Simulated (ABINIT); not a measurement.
The system is NaCl.

```
CELL_PARAMETERS angstrom
0.00000 2.79406 2.79406
2.79406 0.00000 2.79406
2.79406 2.79406 0.00000
ATOMIC_POSITIONS crystal
Cl 0.50000 0.50000 0.50000
Na 0.00000 0.00000 0.00000
```

The cell is a database's computed one.

Base run:

```yaml
Program: ABINIT 10.8.3 (patched build)
Functional: LDA-PZ
Potentials_or_basis: JTH PAW LDA v2.0
Cutoff: 1225 eV
k_mesh: 8 × 8 × 8
Occupations: fermi-dirac, width 0.05 eV
Spin: no spin polarisation
```

Its results: band gap on the k mesh 4.79 eV, direct; pressure -1.7 GPa.

Q: The run is repeated on the same cell with these changes: functional from LDA-PZ to PBEsol; potentials or basis from JTH PAW LDA v2.0 to PseudoDojo NC SR PBEsol v0.4.1 standard; cutoff from 1225 eV to 1197 eV. What comes out?

A: Band gap on the k mesh 5.04 eV, direct; pressure 0.2 GPa.
